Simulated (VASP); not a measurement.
# La (Pm-3m) in VASP: reference runs

Reference runs on La: the cell as given.

Program: VASP 6.6.1. These are calculated values, not measurements. Logs are shortened: lines on timing, memory, paths and dates and some standing lists are left out, and cuts for length are marked.

## (1) Starting point

Symmetry: Pm-3m, No. 221, cubic system. The conventional cell has a = 3.319 Å, b = 3.319 Å, c = 3.319 Å, α = 90.00°, β = 90.00°, γ = 90.00°. La (site symmetry m-3m) is surrounded by 6 La at 3.32 Å.

The cell was built by a generator and needn't be a form met in nature.

## (2) Single point, PBE

INCAR reads:

```
SYSTEM = La
PREC     = Accurate       ! precision mode
ENCUT    = 520            ! plane-wave cutoff, eV
EDIFF    = 1E-7           ! SCF threshold, eV
ISMEAR   = -1             ! smearing method
SIGMA    = 0.05           ! smearing width, eV
LREAL    = .FALSE.        ! projectors in reciprocal space
LASPH    = .TRUE.         ! aspherical terms in the spheres
NELM     = 100            ! most SCF steps
ALGO     = Normal         ! electronic algorithm
ISIF     = 2              ! what is computed and relaxed
LWAVE    = .FALSE.        ! write WAVECAR
LCHARG   = .TRUE.         ! write CHGCAR
GGA      = PE             ! functional
LELF     = .TRUE.         ! ELF
LVHAR    = .TRUE.       
NBANDS   = 12             ! bands
```

KPOINTS reads:

```
Automatic mesh
0
G
  8 8 8
  0 0 0
```

POSCAR reads:

```
La
1.0
    3.3187900000      0.0000000000      0.0000000000
    0.0000000000      3.3187900000      0.0000000000
    0.0000000000      0.0000000000      3.3187900000
La
1
Direct
    0.5000000000      0.5000000000      0.5000000000
```

Potentials or basis: VASP PAW PBE potentials, release 64 (La).

Command:

```
> cat potpaw_PBE.64/La/POTCAR > POTCAR
> mpirun -np 1 vasp_std > vasp.out
```

OUTCAR:

```text
SYSTEM = La
   PREC = Accurate
   ENCUT = 520
   EDIFF = 1E-7
   ISMEAR = -1
   LREAL = .FALSE.
   LASPH = .TRUE.
   NELM = 100
   ISIF = 2
   GGA = PE

 ion  position               nearest neighbor table
   1  0.500  0.500  0.500-

  LATTYP: Found a simple cubic cell.
 ALAT       =     3.3187900000

  Lattice vectors:

 A1 = (   3.3187900000,   0.0000000000,   0.0000000000)
 A2 = (   0.0000000000,   3.3187900000,   0.0000000000)
 A3 = (   0.0000000000,   0.0000000000,   3.3187900000)

Analysis of symmetry for initial positions (statically):
=====================================================================
 Subroutine PRICEL returns:
 Original cell was already a primitive cell.

 Routine SETGRP: Setting up the symmetry group for a
 simple cubic supercell.

 Subroutine GETGRP returns: Found 48 space group operations
 (whereof 48 operations were pure point group operations)
 out of a pool of 48 trial point group operations.

The static configuration has the point symmetry O_h .

Analysis of symmetry for dynamics (positions and initial velocities):
=====================================================================
 Subroutine PRICEL returns:
 Original cell was already a primitive cell.

 Routine SETGRP: Setting up the symmetry group for a
 simple cubic supercell.

 Subroutine GETGRP returns: Found 48 space group operations
 (whereof 48 operations were pure point group operations)
 out of a pool of 48 trial point group operations.

The dynamic configuration has the point symmetry O_h .

 Subroutine INISYM returns: Found 48 space group operations
 (whereof 48 operations are pure point group operations),
 and found     1 'primitive' translations

----------------------------------------------------------------------------------------

                                     Primitive cell

  volume of cell :      36.5544

  direct lattice vectors                    reciprocal lattice vectors
     3.318790000  0.000000000  0.000000000     0.301314636  0.000000000  0.000000000
     0.000000000  3.318790000  0.000000000     0.000000000  0.301314636  0.000000000
     0.000000000  0.000000000  3.318790000     0.000000000  0.000000000  0.301314636

  length of vectors
     3.318790000  3.318790000  3.318790000     0.301314636  0.301314636  0.301314636

  position of ions in fractional coordinates (direct lattice)
     0.500000000  0.500000000  0.500000000

  ion indices of the primitive-cell ions
   primitive index   ion index
[... 81 lines left out ...]
   POTIM  = 0.5000    time-step for ionic-motion
   TEBEG  =    0.0;   TEEND  =   0.0 temperature during run
   PSTRESS=    0.0 pullay stress
   NELECT =      11.0000    total number of electrons
   NUPDOWN=      -1.0000    fix difference up-down
   EMIN   =  10.00;   EMAX   =-10.00  energy-range for DOS
   EFERMI =   0.00;   METHOD = LEGACY
   ISMEAR =    -1;   SIGMA  =   0.05  broadening in eV -4-tet -1-fermi 0-gaus
   EFERMI_NEDOS =   21; number of points for ismear=-14 and -15
   IALGO  =     38    algorithm
   IMIX   =      4    mixing-type and parameters
     AMIX     =   0.40;   BMIX     =  1.00
     AMIX_MAG =   1.60;   BMIX_MAG =  1.00
  volume/ion in A,a.u.               =      36.55       246.68
  Fermi-wavevector in a.u.,A,eV,Ry     =   1.097049  2.073122 16.374831  1.203516
  Thomas-Fermi vector in A             =   2.233402
   LORBIT       =      0    0 simple, 1 ext, 2 COOP (PROOUT), +10 PAW based schemes
   GGA     = PE    functional components
   LHFCALC =     F    Hartree Fock is set to
   AEXX    =    0.0000 exact exchange contribution
   IVDW    =     0    specifies the selected vdW correction
   LEPSILON=     F    determine dielectric tensor
   LRPA    =     F    only Hartree local field effects (RPA)
 non-spin polarized calculation
  energy-cutoff  :      520.00
  volume of cell :       36.55
 maximum number of plane-waves:      1021
 NGX is ok and might be reduce to    28
   NGX = 13   NGY = 13   NGZ = 13

 number of electron      10.9999998 magnetization

 Free energy of the ion-electron system (eV)
  ---------------------------------------------------
  ext. energy  EPLUGINS =         0.00000000
  ---------------------------------------------------
  free energy    TOTEN  =        -4.38636769 eV

  energy without entropy =       -4.36994683  energy(sigma->0) =       -4.37815726

 E-fermi :   7.9143     XC(G=0):  -9.5644

 val. band max:        7.9026061043   @ k =   0.5000   0.3750   0.2500
 cond. band min:       8.0099354948   @ k =   0.3750   0.3750   0.0000
 fundamental gap:      0.1073293904
 Fermi energy:         7.9142969528

 k-point     1 :       0.0000    0.0000    0.0000
  band No.  band energies     occupation
      1     -25.2041      2.00000
      2      -7.9099      2.00000
      3      -7.9099      2.00000
      4      -7.9099      2.00000
      5       5.0312      2.00000
      6       6.7633      2.00000
      7       6.7633      2.00000
      8       9.7889      0.00000
      9       9.7889      0.00000
     10       9.7890      0.00000
     11       9.9992      0.00000
     12       9.9992      0.00000
[... 331 lines left out ...]
 k-point    24 :       0.5000    0.3750    0.1250
  band No.  band energies     occupation
      1     -24.7309      2.00000
      2      -9.5427      2.00000
      3      -9.2616      2.00000
      4      -7.8423      2.00000
      5       5.9176      2.00000
      6       8.7370      0.00000
      7       8.9740      0.00000
      8       9.3484      0.00000
      9       9.8330      0.00000
     10       9.8742      0.00000
     11       9.9527      0.00000
     12      10.2354      0.00000

 [... further k-points ...]

------------------------ aborting loop because EDIFF is reached ----------------------------------------

  FORCE on cell =-STRESS in cart. coord.  units (eV):
  Direction    XX          YY          ZZ          XY          YZ          ZX
  --------------------------------------------------------------------------------------
  -------------------------------------------------------------------------------------
  Total        0.0354608      0.0354608      0.0354608      0.0000000      0.0000000      0.0000000
  in kB        1.5542465      1.5542465      1.5542465      0.0000000      0.0000000      0.0000000
  external PRESSURE =       1.5542465 kB  Pullay stress =       0.0000000 kB

 VOLUME and BASIS-vectors are now :
 -----------------------------------------------------------------------------
  energy-cutoff  :      520.00
  volume of cell :       36.55
      direct lattice vectors                 reciprocal lattice vectors
     3.318790000  0.000000000  0.000000000     0.301314636  0.000000000  0.000000000
     0.000000000  3.318790000  0.000000000     0.000000000  0.301314636  0.000000000
     0.000000000  0.000000000  3.318790000     0.000000000  0.000000000  0.301314636

 POSITION                                       TOTAL-FORCE (eV/Angst)
 -----------------------------------------------------------------------------------
      1.65939      1.65939      1.65939         0.000000      0.000000      0.000000
 -----------------------------------------------------------------------------------
    total drift:                                0.000000      0.000000      0.000000

  FREE ENERGIE OF THE ION-ELECTRON SYSTEM (eV)
  ---------------------------------------------------
  free  energy   TOTEN  =        -4.3863676902 eV

  energy  without entropy=       -4.3699468272  energy(sigma->0) =       -4.37815726
```

stdout:

```text
POSCAR found type information on POSCAR La
 POSCAR found :  1 types and       1 ions
 scaLAPACK will be used
 LDA part: xc-table for (Slater+PW92), standard interpolation
 POSCAR, INCAR and KPOINTS ok, starting setup
 FFT: planning ... GRIDC
 FFT: planning ... GRID_SOFT
 FFT: planning ... GRID
 WAVECAR not read
 entering main loop
```

Wall time 11 s (1 thread of Intel Xeon 6975P-C (Granite Rapids), shared host); peak memory 0.17 GiB.

Results:

```
Free energy            : -4.3864 eV
Pressure               : 0.2 GPa
Band gap on the k mesh : none (metal or under the smearing width)
```
